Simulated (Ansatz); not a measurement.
# 1T-MgI2 bilayer (AA) in a perpendicular field, part 2 of 3

Aim: how the 1T-MgI2 bilayer (AA) screens a field along its normal, and what the field does to its bands. A positive field points along +c.

Ansatz 0.2.0; plane-wave DFT, PBE-D3(BJ), Ansatz PAW.

So far, gap on the k-mesh (eV): step 2 (relaxation) 3.60.

## 3. Atoms held, field 0, start network

A sawtooth potential applies the field, turning back in the middle of the vacuum. With the dipole correction the typed value is the field outside the slab. The induced dipole is small, so the SCF threshold is tight.

The cell differs from the one that the last finished run ended in (c 47.984 → 28.213 Å).

File input.yaml:

```yaml
crystal:
  lattice:
    - [4.1275515724, 0.0, 0.0]
    - [-2.0637757862, 3.5745645171, 0.0]
    - [0.0, 0.0, 28.2126749509]
  atoms:
    - { symbol: I, position: [0.6666666667, 0.3333333333, 0.3190055539] }
    - { symbol: Mg, position: [0.0, 0.0, 0.3786113137] }
    - { symbol: I, position: [0.3333333333, 0.6666666667, 0.4380904179] }
    - { symbol: I, position: [0.6666666667, 0.3333333333, 0.5619095821] }
    - { symbol: Mg, position: [0.0, 0.0, 0.6213886863] }
    - { symbol: I, position: [0.3333333333, 0.6666666667, 0.6809944461] }
kpoints:
  mp_grid: { grid: [12, 12, 1] }
  band_path:
    path: [[0, 0, 0], [0.5, 0, 0], [0.33333333, 0.33333333, 0], [0, 0, 0]]
    npoints: 16
hamiltonian:
  xc: pbe
  dispersion: d3bj
scf:
  occupations: { method: fermi_dirac, width: 0.02585 }
  convergence: { dr2_threshold: 1.0e-10 }
efield:
  axis: 3
  dipole_correction: true
  ramp_position: 0.97
  ramp_width: 0.06
  amplitude: 0
output:
  dos: { projected: true, e_range: [-6, 5] }
  write_potential: true
  write_density: true
  volumetric_format: npy
  elf: true
```

Started as:

```
> ansatz run input.yaml --threads 4 --pin off --max-ram 8192MiB --backend cpu --events-out ev --progress --plain --runs-dir out
```

Numbers of over 12 decimals in the logs are rounded to 6 here.

Output:

```text
[...]
Crystal: 6 atoms, lattice volume = 416.255 Å³
Basis set: ecut = 420 eV, 8063 PW (Γ)
Bands: 53, of which v1, the nominal top of the filled ones, is band 44 counted from 1 (43 counted from 0)
Symmetry: 6 space group operations
k-points: 19 of 144 (time reversal used)
[...]
SCF iter   1: F=—  HF=-33907.209503 eV  |F-HF|=—  |Δ(HF+E_count)|=         —  Δρ=5.66e-4  dr2=2.86e-3  ethr=1.77e-3  p=0.000 e·Å  D=1.35e-13 V/Å  ΔV_dip=-0.00 eV  dr2_dipole=2.63e-11  V_vac-E_F(+/−)=4.71/4.71 eV  ⟨swp⟩=17.6  Hψ=6079  notcnv=0  defer=9
efield: sawtooth ramp at fractional position 0.9700 (set: `efield.ramp_position`, or a place that a band, a saddle search or an elastic batch's reference lends), width 0.0600; the density the first Hamiltonian is built on has a dipole p = 0.000 e·Å; the dipole correction subtracts the counter field D = 1.35e-13 V/Å, which shifts the + side's vacuum level by -0.00 eV against the − side's; the planar-averaged density in the ramp window peaks in size at 1.6e-5 e/Å³
[...]
SCF iter   2: F=—  HF=-33907.211612 eV  |F-HF|=—  |Δ(HF+E_count)|=   2.11e-3  Δρ=4.20e-4  dr2=2.65e-3  ethr=3.25e-6  p=0.000 e·Å  D=2.60e-6 V/Å  ΔV_dip=-0.00 eV  dr2_dipole=1.17e-9  V_vac-E_F(+/−)=4.61/4.61 eV  ⟨swp⟩=3.1  Hψ=1874  notcnv=0  defer=70
[...]
SCF iter  10: F=-33907.211588 eV  HF=-33907.211588 eV  |F-HF|=9.46e-11  |Δ(HF+E_count)|=  3.13e-10  Δρ=8.44e-8  dr2=7.29e-11  ethr=1.00e-12  p=0.000 e·Å  D=8.74e-7 V/Å  ΔV_dip=-0.00 eV  dr2_dipole=2.78e-11  V_vac-E_F(+/−)=4.52/4.52 eV  ⟨swp⟩=14.7  Hψ=4093  notcnv=0
SCF 1 converged in 10 iterations: F = -33907.211588 eV  dr2 = 7.29e-11
[...]
NSCF: frozen V_eff on 49 k-points
efield: sawtooth ramp at fractional position 0.9700 (kept from the solve that this one continues, or follows in the run), width 0.0600; the density the first Hamiltonian is built on has a dipole p = 0.000 e·Å; the dipole correction subtracts the counter field D = 8.74e-7 V/Å, which shifts the + side's vacuum level by -0.00 eV against the − side's; the planar-averaged density in the ramp window peaks in size at 1.1e-5 e/Å³
WARN: The output density's exchange-correlation potential varies sharply where the density is thin. Do not read a vacuum level from v_tot or v_xc, or from such a field of the output density. On a cell that repeats whose density bears no net charge and no dipole along the vacuum's axis use v_es (v_loc + v_h of the components); under efield.dipole_correction with no amplitude use v_es + v_field, which holds any externa [...]
SCF converged after 10 iterations
Free energy (F): -33907.211588 eV
[...]
Internal energy: -33907.211588 eV  (E = F + TS)
E sigma→0 (E₀):  -33907.211588 eV
Fermi energy:    0.993039 eV
Dipole field:    D = -0.000004 V/Å  (p = -0.000009 e·Å, saw-weighted, corrected)
Work function:   Φ+ = 4.5193 eV   Φ− = 4.5192 eV
Levels:          The Fermi level and band energies are counted from a zero that moves with the ramp; work functions are not
[...]
--- Band table (eV; the first three rows and the last of 19) ---
  k-point 0: bands = [... 40 lower, -0.8632, -0.8632, -0.8144, -0.8144, 3.1410, 3.6288, 4.1018, 4.1385, ... 5 higher]
  k-point 1: bands = [... 40 lower, -1.0708, -0.9976, -0.8863, -0.8264, 3.4280, 3.8275, 4.3988, 4.4400, ... 5 higher]
  k-point 2: bands = [... 40 lower, -1.3774, -1.0936, -0.9738, -0.8923, 3.8740, 4.0127, 4.6677, 4.8082, ... 5 higher]
  k-point 18: bands = [... 40 lower, -1.8410, -1.8410, -1.4853, -1.4852, 3.3318, 3.8160, 5.2445, 5.2445, ... 5 higher]
```

Run time: 31 s. Hardware: 4 threads of Intel Xeon at 2.70GHz, shared host; peak memory 1.2 GiB; 2 min of CPU time.

In the SCF lines HF is the Harris–Foulkes energy and dr2 the Hartree energy of the density residual, in eV; the loop may stop once dr2 is under the threshold and the program's other checks hold. Hψ counts applications of the Hamiltonian.

Numbers from this step:

| Quantity | Value |
| --- | --- |
| dipole along the normal | -9.30e-6 e·Å |
| gap along the path | 3.597 eV |
| smallest direct gap along the path | 3.955 eV |
| ionisation energy, upper face | 6.327 eV |
| electron affinity, upper face | 2.730 eV |
| gap, the smaller of path and mesh | 3.597 eV |

Running mean over a fixed 2.8 Å (it still follows the layers) of the planar mean; the ramp of the sawtooth is left out. Table of electron's electrostatic potential energy less the Fermi level by z:

z (Å), electron's electrostatic potential energy less the Fermi level (eV) and a bar from the least value:
```
      3.5       4.52 ##############################
      4.0       4.52 ##############################
      4.5       4.52 ##############################
      5.0       4.52 ##############################
      5.5       4.51 ##############################
      6.0       4.46 ##############################
      6.5       4.27 #############################
      7.0       3.52 ##########################
      7.5       2.36 ######################
      8.0       1.14 ##################
      8.5      -0.21 #############
      9.0      -1.53 ########
      9.5      -3.07 ###
     10.0      -3.54 #
     10.5      -3.74 
     11.0      -3.68 
     11.5      -3.52 #
     12.0      -2.73 ####
     12.5      -1.17 #########
     13.0       0.04 ##############
     13.5       1.10 ##################
     14.0       1.33 ###################
     14.5       1.29 ##################
     15.0       0.55 ################
     15.5      -0.64 ###########
     16.0      -2.05 ######
     16.5      -3.36 ##
     17.0      -3.59 #
     17.5      -3.79 
     18.0      -3.60 #
     18.5      -3.42 #
     19.0      -2.23 ######
     19.5      -0.74 ###########
     20.0       0.56 ################
     20.5       1.87 ####################
     21.0       3.03 #########################
     21.5       4.04 ############################
     22.0       4.41 ##############################
     22.5       4.50 ##############################
     23.0       4.51 ##############################
     23.5       4.52 ##############################
     24.0       4.52 ##############################
     24.5       4.52 ##############################
     25.0       4.52 ##############################
```

The density of states has structure finer than the step of the table below, so its rows give means over 0.25 eV, whole bins alone (the curve runs from -6 to 3.76 eV). Peaks (eV: height): -5.090: 10.1, -4.680: 11.2, -3.630: 10.4, -3.270: 10.0, -2.690: 15.1, -2.530: 18.1, -2.390: 19.5.

Density of states against energy, zero at the Fermi level of the run, which the smearing sets inside the gap; means over each step:

| energy (eV) | density of states (states/eV a cell) |
| --- | --- |
| -5.75 | 0 |
| -5.50 | 0.334 |
| -5.25 | 4.55 |
| -5.00 | 7.22 |
| -4.75 | 6.00 |
| -4.50 | 5.47 |
| -4.25 | 3.03 |
| -4.00 | 2.79 |
| -3.75 | 5.18 |
| -3.50 | 6.44 |
| -3.25 | 7.55 |
| -3.00 | 7.70 |
| -2.75 | 8.31 |
| -2.50 | 13.4 |
| -2.25 | 11.4 |
| -2.00 | 4.97 |
| -1.75 | 0.610 |
| -1.50 | 0 |
| -1.25 | 0 |
| -1.00 | 0 |
| -0.75 | 0 |
| -0.50 | 0 |
| -0.25 | 0 |
| 0.00 | 0 |
| 0.25 | 0 |
| 0.50 | 0 |
| 0.75 | 0 |
| 1.00 | 0 |
| 1.25 | 0 |
| 1.50 | 0 |
| 1.75 | 0.156 |
| 2.00 | 1.83 |
| 2.25 | 2.96 |
| 2.50 | 3.86 |
| 2.75 | 4.62 |
| 3.00 | 2.67 |
| 3.25 | 0.240 |
| 3.50 | 2.23 |

Projected DOS per atom over height of the atomic layer and energy from the Fermi level. Layers: I Mg I I Mg I from below.

Values in states/eV, 22 rows by 6 columns, each cell a mean:
```
0.02 0.05 0.02 0.02 0.05 0.02
0.09 0.29 0.09 0.09 0.29 0.09
0.28 1.03 0.28 0.28 1.03 0.28
0.19 0.80 0.19 0.19 0.80 0.19
0.04 0.18 0.04 0.04 0.18 0.04
0.00 0.00 0.00 0.00 0.00 0.00
0.00 0.00 0.00 0.00 0.00 0.00
0.00 0.00 0.00 0.00 0.00 0.00
0.00 0.00 0.00 0.00 0.00 0.00
0.00 0.00 0.00 0.00 0.00 0.00
0.00 0.00 0.00 0.00 0.00 0.00
0.00 0.00 0.00 0.00 0.00 0.00
0.34 0.00 0.30 0.30 0.00 0.34
2.43 0.01 2.75 2.75 0.01 2.43
2.69 0.02 2.37 2.37 0.02 2.69
2.02 0.02 1.72 1.72 0.02 2.02
1.49 0.03 1.48 1.48 0.03 1.49
0.73 0.02 0.76 0.76 0.02 0.73
1.10 0.02 1.19 1.19 0.02 1.10
1.36 0.63 1.46 1.46 0.63 1.36
0.50 0.35 0.63 0.63 0.35 0.50
0.00 0.00 0.00 0.00 0.00 0.00
```
Columns: height of the atomic layer (Å) from 9 to 19.2 (not evenly spaced); rows upwards: energy from the Fermi level (eV) from -5.96 to 3.76.

The electronic bands at the labelled points (eV, zero at the Fermi level of the run, which the smearing sets inside the gap):

| point | band 41 | band 42 | band 43 | band 44 | band 45 | band 46 | band 47 | band 48 |
| --- | --- | --- | --- | --- | --- | --- | --- | --- |
| Γ | -1.86 | -1.86 | -1.81 | -1.81 | 2.15 | 2.64 | 3.11 | 3.15 |
| halfway | -2.55 | -2.17 | -2.10 | -2.00 | 2.60 | 2.82 | 3.65 | 3.82 |
| M | -2.62 | -2.56 | -2.37 | -2.25 | 1.79 | 1.85 | 3.40 | 3.52 |
| halfway | -2.79 | -2.70 | -2.51 | -2.42 | 2.30 | 2.41 | 4.08 | 4.29 |
| K | -2.83 | -2.83 | -2.48 | -2.48 | 2.34 | 2.82 | 4.25 | 4.25 |
| halfway | -2.60 | -2.46 | -2.33 | -2.13 | 2.96 | 3.02 | 4.15 | 4.15 |
| Γ | -1.86 | -1.86 | -1.81 | -1.81 | 2.15 | 2.64 | 3.11 | 3.15 |

Electrostatic potential energy in the ca plane at fractional y = 0.000, with atoms of Mg within 0.2 Å of it. With pseudopotentials it is smooth inside the atoms' cores, unlike the true potential.

Values in eV, 6 rows by 16 columns, each cell a mean:
```
  6   6   6   6   5   5   5   2 -17 -19   1   5   5   5   1 -19
  6   6   6   6   5   5   4   2  -2  -2   2   4   5   4   2  -2
  6   6   6   6   5   5   2  -2   2   3  -2   2   5   2  -2   3
  6   6   6   6   5   5   3  -1   2   2  -1   2   5   2  -1   2
  6   6   6   6   5   5   4   2  -5  -6   2   4   5   4   2  -6
  6   6   6   6   5   5   5   2 -20 -22   1   5   5   5   1 -22
```
Columns run along c (16.0 Å, from fractional 0.07 to 0.63 of the cell; values clipped at the 3rd and 97th percentile), rows up along a (4.1 Å). Atoms in or near the plane, at fractional coordinates: Mg at (0.38, 0.00), Mg at (0.62, 0.00).

Valence density in the ca plane at fractional y = 0.000, with atoms of Mg within 0.2 Å of it. It is the smooth field of the valence electrons, not physical close to the nuclei.

Ten steps, logarithmic in the rise over the least value, from '0' (0 e/Å³) to '9' (23 e/Å³), each cell a mean:
```
00000000000000000000001588400000000000000158
00000000000000000000000133100000000000000014
00000000000000000000110000001100000000011000
00000000000000000011111000011110000001111100
00000000000000000011111000011111000001111100
00000000000000000011211000011211000001121100
00000000000000000011111000011111000001111100
00000000000000000001111000011110000000111100
00000000000000000000000111000000000000000011
00000000000000000000000366300000000000000147
00000000000000000000001699500000000000000169
```
Columns run along c (16.0 Å, from fractional 0.07 to 0.63 of the cell), rows up along a (4.1 Å). Atoms in or near the plane, at fractional coordinates: Mg at (0.38, 0.00), Mg at (0.62, 0.00).

ELF in the ca plane at fractional y = 0.000, with atoms of Mg within 0.2 Å of it. It is the smooth field of the valence electrons, not physical close to the nuclei.

Ten even steps from '0' (0.00) to '9' (0.75), each cell a mean:
```
00000000000000000000110444301100000000011044
00000000000000000112331132113321000001233113
00000000000000012457775200267765200135777520
00000000000000135789998422589998510268999841
00000000000000247999998522699999710279999851
00000000000000257999998512699999710389999851
00000000000000136899998522699999610279999852
00000000000000013678887311489887400147888731
00000000000000001234553011135543100013455301
00000000000000000001210354202110000000121035
00000000000000000000001534400000000000000153
```
Columns run along c (16.0 Å, from fractional 0.07 to 0.63 of the cell), rows up along a (4.1 Å). Atoms in or near the plane, at fractional coordinates: Mg at (0.38, 0.00), Mg at (0.62, 0.00).

The gap is 3.60 eV, with the valence edge 6.33 eV and the conduction edge 2.73 eV under the upper vacuum level. Spin-orbit coupling, left out in this run, matters for the bands of elements this heavy.

## 4. Single point, field 0.1 V/Å

Edit input.yaml of step 3 so:

```diff
@@ -26,7 +26,6 @@
   dipole_correction: true
-  ramp_position: 0.97
-  ramp_width: 0.06
-  amplitude: 0
+  ramp_position: 0.9677
+  ramp_width: 0.0645
+  amplitude: 0.1
 output:
-  dos: { projected: true, e_range: [-6, 5] }
   write_potential: true
@@ -34,2 +33 @@
   volumetric_format: npy
-  elf: true
```

Output:

```text
[...]
Crystal: 6 atoms, lattice volume = 416.255 Å³
Basis set: ecut = 420 eV, 8063 PW (Γ)
Bands: 53, of which v1, the nominal top of the filled ones, is band 44 counted from 1 (43 counted from 0)
Symmetry: 6 space group operations
k-points: 19 of 144 (time reversal used)
[...]
k-point 0: bands = [... 40 lower, -0.9223, -0.9223, -0.7460, -0.7460, 3.1201, 3.6414, 4.0399, 4.2036, ... 5 higher]
  k-point 1: bands = [... 40 lower, -1.0800, -0.9552, -0.9436, -0.7629, 3.4023, 3.8453, 4.3352, 4.5050, ... 5 higher]
  k-point 2: bands = [... 40 lower, -1.3294, -1.0827, -1.0255, -0.8366, 3.8272, 4.0534, 4.5877, 4.8578, ... 5 higher]
  k-point 18: bands = [... 40 lower, -1.8749, -1.8444, -1.4845, -1.4478, 3.3169, 3.8295, 5.2114, 5.2552, ... 5 higher]
[key lines of the parts left out:]
SCF converged after 12 iterations
Free energy (F): -33907.215821 eV
Fermi energy:    0.996270 eV
Dipole field:    D = 0.036807 V/Å  (p = 0.084669 e·Å, saw-weighted, corrected)
```

Elapsed: 32 s, on 4 threads; peak memory 1.1 GiB; 2 min of CPU time.

The dipole is 0.0847 e·Å, and the gap 3.470 eV.

## 5. Single point, field -0.1 V/Å

Edit input.yaml of step 4 so:

```diff
@@ -28,3 +28,3 @@
   ramp_width: 0.0645
-  amplitude: 0.1
+  amplitude: -0.1
 output:
```

Output:

```text
[...]
Crystal: 6 atoms, lattice volume = 416.255 Å³
Basis set: ecut = 420 eV, 8063 PW (Γ)
Bands: 53, of which v1, the nominal top of the filled ones, is band 44 counted from 1 (43 counted from 0)
Symmetry: 6 space group operations
k-points: 19 of 144 (time reversal used)
[...]
k-point 0: bands = [... 40 lower, -0.9225, -0.9225, -0.7461, -0.7461, 3.1199, 3.6412, 4.0397, 4.2034, ... 5 higher]
  k-point 1: bands = [... 40 lower, -1.0802, -0.9553, -0.9437, -0.7631, 3.4021, 3.8451, 4.3350, 4.5048, ... 5 higher]
  k-point 2: bands = [... 40 lower, -1.3296, -1.0829, -1.0256, -0.8368, 3.8270, 4.0532, 4.5875, 4.8576, ... 5 higher]
  k-point 18: bands = [... 40 lower, -1.8750, -1.8446, -1.4847, -1.4480, 3.3168, 3.8294, 5.2112, 5.2550, ... 5 higher]
[key lines of the parts left out:]
SCF converged after 12 iterations
Free energy (F): -33907.215821 eV
Fermi energy:    0.996091 eV
Dipole field:    D = -0.036807 V/Å  (p = -0.084670 e·Å, saw-weighted, corrected)
```

Run time: 27 s. Hardware: 4 threads; peak memory 1.1 GiB; 1.7 min of CPU time.

The dipole is -0.0847 e·Å, and the gap 3.470 eV.

## 6. Atoms held, field 0.2 V/Å

Edit input.yaml of step 5 so:

```diff
@@ -28,3 +28,3 @@
   ramp_width: 0.0645
-  amplitude: -0.1
+  amplitude: 0.2
 output:
```

Output:

```text
[...]
Crystal: 6 atoms, lattice volume = 416.255 Å³
Basis set: ecut = 420 eV, 8063 PW (Γ)
Bands: 53, of which v1, the nominal top of the filled ones, is band 44 counted from 1 (43 counted from 0)
Symmetry: 6 space group operations
k-points: 19 of 144 (time reversal used)
[...]
k-point 0: bands = [... 40 lower, -0.9429, -0.9429, -0.6535, -0.6535, 3.0623, 3.6705, 3.9690, 4.2855, ... 5 higher]
  k-point 1: bands = [... 40 lower, -1.0644, -0.9988, -0.8773, -0.6733, 3.3338, 3.8864, 4.2563, 4.4781, ... 5 higher]
  k-point 2: bands = [... 40 lower, -1.2648, -1.0963, -1.0521, -0.7512, 3.7377, 4.1205, 4.4180, 4.8283, ... 5 higher]
  k-point 18: bands = [... 40 lower, -1.9382, -1.8759, -1.4537, -1.3818, 3.2763, 3.8660, 5.1583, 5.2433, ... 5 higher]
[key lines of the parts left out:]
SCF converged after 12 iterations
Free energy (F): -33907.228523 eV
Fermi energy:    1.000115 eV
Dipole field:    D = 0.073626 V/Å  (p = 0.169367 e·Å, saw-weighted, corrected)
```

The job ended after 29 s (4 threads; peak memory 1.1 GiB; 1.8 min of CPU time).

The dipole is 0.169 e·Å, and the gap 3.295 eV.

(Continued in part 3 of 3.)

[Logs are printed without paths, hosts, clocks, repeated set-up lines and the standing remarks that a program may print on its own settings, such as how far it seeks lower states.]

[Hosts, paths, dates, database ids (printed as entryN), source tags and the programs' standing remarks are cut or masked in the printed files.]

[Maps of the electrostatic potential energy from Ansatz leave out the sawtooth potential of an applied field or a dipole correction, so their vacuum need not be flat; planar profiles and work functions include it.]

[The density of states shown here was stored with 400 of the rows of the run's finer table, so its peaks can read low, often by over a quarter, or be missed, and its means over a window can be off by a tenth or more.]
